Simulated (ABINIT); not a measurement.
# Al (Fm-3m) in ABINIT: notebook

One crystal, Al, is run at these levels: PBE, LDA; tasks: equation of state, band structure.

Everything below comes from runs of ABINIT 10.8.3 (patched build). Logs are shortened: lines on timing, memory, paths and dates and some standing lists are left out, and cuts for length are marked. The log counts tension as positive stress, the text compression.

**Measured values to compare with.**

From “The interpretation of polycrystalline coherent inelastic neutron scattering from aluminium”, 2013, pmc:3831299, for a bulk crystal of Al: bulk modulus 76.9 GPa.

The results are compared with them further down.

## Step 1: The structure

The structure is cubic, space group Fm-3m (No. 225). The conventional cell has a = 4.050 Å, b = 4.050 Å, c = 4.050 Å, α = 90.00°, β = 90.00°, γ = 90.00°. Al (site symmetry m-3m) has 12 Al at 2.86 Å as nearest neighbours.

## Step 2: Equation of state, PBE

run.abi reads:

```
# Datasets: one volume each
ndtset 7
getwfk -1
scalecart1 3*0.9795861087
scalecart2 3*0.9864848297
scalecart3 3*0.9932883884
scalecart4 3*1.0000000000
scalecart5 3*1.0066227096
scalecart6 3*1.0131594038
scalecart7 3*1.0196128224

# Pseudopotentials
pp_dirpath "./"
pseudos "Al.upf"

# Structure
acell 3*1.0
rprim
     0.0000000000     3.8263269058     3.8263269058
     3.8263269058     0.0000000000     3.8263269058
     3.8263269058     3.8263269058     0.0000000000
ntypat 1
znucl 13
natom 1
typat 1
xred
     0.0000000000     0.0000000000     0.0000000000

# Plane-wave basis
ecut 20.0

# k points
kptopt 1
ngkpt 11 11 11
nshiftk 1
shiftk 0.0 0.0 0.0

# Exchange and correlation
ixc 11

# Bands and occupations
nband 6
occopt 3
tsmear 0.05 eV

# SCF cycle
nstep 100
tolvrs 1.0e-10

# Output
iomode 3
prtwf 1
prtden 0
prteig 0
prtebands 0
enunit 1
```

Potentials or basis: PseudoDojo NC SR PBE v0.4.1 standard.

Command:

```bash
abinit run.abi > log 2>&1
```

run.abo:

```text
.Version 10.8.3 of ABINIT
 DATASET    1 : space group Fm -3 m (#225); Bravais cF (face-center cubic)
================================================================================
 Values of the parameters that define the memory need for DATASET  1.
     intxc =       0    ionmov =       0      iscf =       7    lmnmax =       6
     lnmax =       6     mgfft =      24  mpssoang =       3    mqgrid =    3001
     natom =       1  nloc_mem =       1    nspden =       1   nspinor =       1
    nsppol =       1      nsym =      48    n1xccc =    2501    ntypat =       1
    occopt =       3   xclevel =       2
       mpw =         462          nfft =       13824          nkpt =          56
================================================================================
================================================================================
[... 61 lines left out ...]
 DATASET    7 : space group Fm -3 m (#225); Bravais cF (face-center cubic)
================================================================================
 Values of the parameters that define the memory need for DATASET  7.
     intxc =       0    ionmov =       0      iscf =       7    lmnmax =       6
     lnmax =       6     mgfft =      24  mpssoang =       3    mqgrid =    3001
     natom =       1  nloc_mem =       1    nspden =       1   nspinor =       1
    nsppol =       1      nsym =      48    n1xccc =    2501    ntypat =       1
    occopt =       3   xclevel =       2
       mpw =         532          nfft =       13824          nkpt =          56
================================================================================
================================================================================

--------------------------------------------------------------------------------
------------- Echo of variables that govern the present computation ------------
--------------------------------------------------------------------------------
 -outvars: echo values of preprocessed input variables --------
            acell      1.0000000000E+00  1.0000000000E+00  1.0000000000E+00 Bohr
              amu      2.69815390E+01
             ecut      2.00000000E+01 Hartree
           enunit           1
           getwfk          -1
                       outvar_i_n : Printing only first  50 k-points.
              ixc          11
           jdtset        1    2    3    4    5    6    7
                       outvar_i_n : Printing only first  50 k-points.
         kptrlatt       11    0    0      0   11    0      0    0   11
          kptrlen1     5.83085676E+01
          kptrlen2     5.87192048E+01
          kptrlen3     5.91241776E+01
          kptrlen4     5.95236774E+01
          kptrlen5     5.99178855E+01
          kptrlen6     6.03069736E+01
          kptrlen7     6.06911048E+01
            natom           1
[... 30 lines left out ...]
            rprim7     0.0000000000E+00  3.9013719758E+00  3.9013719758E+00
                       3.9013719758E+00  0.0000000000E+00  3.9013719758E+00
                       3.9013719758E+00  3.9013719758E+00  0.0000000000E+00
          spgroup         225
           tolvrs      1.00000000E-10
           tsmear      1.83746611E-03 Hartree
            typat      1
                       outvars : Printing only first  50 k-points.
            znucl       13.00000

================================================================================

 chkinp: Checking input parameters for consistency, jdtset=   1.

 chkinp: Checking input parameters for consistency, jdtset=   2.
[... 36 lines left out ...]
 getcut : COMMENT -
  Note that boxcut > 2.2 ; recall that boxcut=Gcut(box)/Gcut(sphere) = 2
  is sufficient for exact treatment of convolution.
  Such a large boxcut is a waste : you could raise ecut
  e.g. ecut=   25.290235 Hartrees makes boxcut=2

--- Pseudopotential description ------------------------------------------------
- pspini: atom type   1  psp file is ./Al.upf
12 -101130 2 -1 1876                          pspcod,pspxc,lmax,lloc,mmax
     nproj     2     2     2

   1.22442163E+01                                ecore*ucvol(ha*bohr**3)
--------------------------------------------------------------------------------

================================================================================

--- !BeginCycle
iteration_state: {dtset: 1, }
solver: {iscf: 7, nstep: 100, nline: 4, wfoptalg: 0, }
tolerances: {tolvrs: 1.00E-10, }
...
[... 939 lines left out ...]
-Cartesian components of stress tensor (GPa)         [Pressure= -4.5740E+00 GPa]
- sigma(1 1)=  4.57397624E+00  sigma(3 2)=  0.00000000E+00
- sigma(2 2)=  4.57397624E+00  sigma(3 1)=  0.00000000E+00
- sigma(3 3)=  4.57397624E+00  sigma(2 1)=  0.00000000E+00

== END DATASET(S) ==============================================================
================================================================================

 -outvars: echo values of variables after computation  --------
            acell      1.0000000000E+00  1.0000000000E+00  1.0000000000E+00 Bohr
           etotal1    -2.3175127178E+00
           etotal2    -2.3177995629E+00
           etotal3    -2.3179409356E+00
           etotal4    -2.3179515344E+00
           etotal5    -2.3178449661E+00
           etotal6    -2.3176335861E+00
           etotal7    -2.3173288483E+00
            fcart1    -0.0000000000E+00 -0.0000000000E+00 -0.0000000000E+00
            fcart2    -0.0000000000E+00 -0.0000000000E+00 -0.0000000000E+00
            fcart3    -0.0000000000E+00 -0.0000000000E+00 -0.0000000000E+00
            fcart4    -0.0000000000E+00 -0.0000000000E+00 -0.0000000000E+00
            fcart5    -0.0000000000E+00 -0.0000000000E+00 -0.0000000000E+00
            fcart6    -0.0000000000E+00 -0.0000000000E+00 -0.0000000000E+00
            fcart7    -0.0000000000E+00 -0.0000000000E+00 -0.0000000000E+00
            rprim1     0.0000000000E+00  3.7482166843E+00  3.7482166843E+00
                       3.7482166843E+00  0.0000000000E+00  3.7482166843E+00
                       3.7482166843E+00  3.7482166843E+00  0.0000000000E+00
[... 17 lines left out ...]
                       3.9013719758E+00  3.9013719758E+00  0.0000000000E+00
           strten1    -1.6248895583E-04 -1.6248895583E-04 -1.6248895583E-04
                       0.0000000000E+00  0.0000000000E+00  0.0000000000E+00
           strten2    -9.4050072874E-05 -9.4050072874E-05 -9.4050072874E-05
                       0.0000000000E+00  0.0000000000E+00  0.0000000000E+00
           strten3    -3.2552466517E-05 -3.2552466517E-05 -3.2552466517E-05
                       0.0000000000E+00  0.0000000000E+00  0.0000000000E+00
           strten4     2.2617299636E-05  2.2617299636E-05  2.2617299636E-05
                       0.0000000000E+00  0.0000000000E+00  0.0000000000E+00
           strten5     7.2012068014E-05  7.2012068014E-05  7.2012068014E-05
                       0.0000000000E+00  0.0000000000E+00  0.0000000000E+00
           strten6     1.1614867327E-04  1.1614867327E-04  1.1614867327E-04
                       0.0000000000E+00  0.0000000000E+00  0.0000000000E+00
           strten7     1.5546629252E-04  1.5546629252E-04  1.5546629252E-04
                       0.0000000000E+00  0.0000000000E+00  0.0000000000E+00
 Calculation completed.
```

Wall time 20 s (1 thread of Arm Neoverse V1, shared host); peak memory 0.12 GiB.

Results:

```
Equilibrium volume                      : 16.46 Å³/atom
Bulk modulus                            : 80 GPa
Pressure derivative of the bulk modulus : 4.5
```

Energy against volume, from the lowest point:
| volume (Å³/atom) | energy (meV/atom) |
| --- | --- |
| 15.607 | 11.94 |
| 15.939 | 4.14 |
| 16.271 | 0.29 |
| 16.603 | 0.00 |
| 16.935 | 2.90 |
| 17.267 | 8.65 |
| 17.599 | 16.94 |

Caveat: pressures at fixed basis lie under the slope of the energies.

## Step 3: Band structure, LDA

run.abi reads:

```
# Datasets: ground state, then fixed potential
ndtset 2

# Pseudopotentials
pp_dirpath "./"
pseudos "Al.hgh"

# Structure
acell 5.4112434042 5.4112434042 5.4112434042
rprim
     0.0000000000     0.7071067812     0.7071067812
     0.7071067812     0.0000000000     0.7071067812
     0.7071067812     0.7071067812     0.0000000000
ntypat 1
znucl 13
natom 1
typat 1
xred
     0.0000000000     0.0000000000     0.0000000000

# Plane-wave basis
ecut 489.804952 eV

# Exchange and correlation
ixc 7

# Bands and occupations
occopt 3
tsmear 0.00183747

# SCF cycle
nstep 100

# Output
iomode 3
prtwf 0
prteig 0
prtebands 0
enunit 1
prtden1 1

# Dataset 1
kptopt1 1
ngkpt1 11 11 11
nshiftk1 1
shiftk1 0.0 0.0 0.0
nband1 6
tolvrs1 1.0e-10

# Dataset 2: bands along G-X-W-K-G-L-U-W-L-K
iscf2 -2
getden2 1
nband2 10
nbdbuf2 2
tolwfr2 1.0e-12
kptopt2 -9
ndivsm2 6
prteig2 1
kptbounds2
     0.0000000000     0.0000000000     0.0000000000
     0.5000000000     0.0000000000     0.5000000000
     0.5000000000     0.2500000000     0.7500000000
     0.3750000000     0.3750000000     0.7500000000
     0.0000000000     0.0000000000     0.0000000000
     0.5000000000     0.5000000000     0.5000000000
     0.6250000000     0.2500000000     0.6250000000
     0.5000000000     0.2500000000     0.7500000000
     0.5000000000     0.5000000000     0.5000000000
     0.3750000000     0.3750000000     0.7500000000
```

Potentials or basis: HGH LDA.

Command:

```bash
abinit run.abi > log 2>&1
```

It took 8 s on 1 thread of Arm Neoverse V1, shared host; peak memory 0.12 GiB.

Results (log left out):

```yaml
Free_energy: -57.1095 eV
Pressure: -4.2 GPa
Band_gap_on_the_k_mesh: none (metal or under the smearing width)
Valence_electrons_inside_the_program's_atomic_spheres: Al 0.89 (radii [1.0584] Å)
```

Levels at the corners of the path, in eV from the Fermi level:
| point | band 1 | band 2 | band 3 | band 4 | band 5 |
| --- | --- | --- | --- | --- | --- |
| Γ | -11.11 | 12.66 | 12.66 | 12.66 | 13.61 |
| X | -2.93 | -1.62 | 5.38 | 5.46 | 5.46 |
| W | -0.85 | -0.85 | 0.23 | 0.91 | 15.73 |
| K | -1.89 | -1.35 | -0.47 | 6.43 | 8.15 |
| Γ | -11.11 | 12.66 | 12.66 | 12.66 | 13.61 |
| L | -4.58 | -4.41 | 11.05 | 11.05 | 11.52 |
| U | -1.89 | -1.35 | -0.47 | 6.43 | 8.15 |
| W | -0.85 | -0.85 | 0.23 | 0.91 | 15.73 |
| L | -4.58 | -4.41 | 11.05 | 11.05 | 11.52 |
| K | -1.89 | -1.35 | -0.47 | 6.43 | 8.15 |

Caveat: HGH potentials are hard and often keep d shells in the core, so these values are rough.

## Step 4: Against experiment

Step 2. A measured bulk modulus of Al is 76.9 GPa (quoted in “The interpretation of polycrystalline coherent inelastic neutron scattering from aluminium”, 2013, pmc:3831299); the calculated 80 GPa misses it by +3.6 %. The fit is for a static lattice scaled at fixed shape and fixed fractional positions. The cell as given is a measured one (16.60 Å³/atom); PBE puts the equilibrium volume -0.8 % from it, thermal expansion not counted.
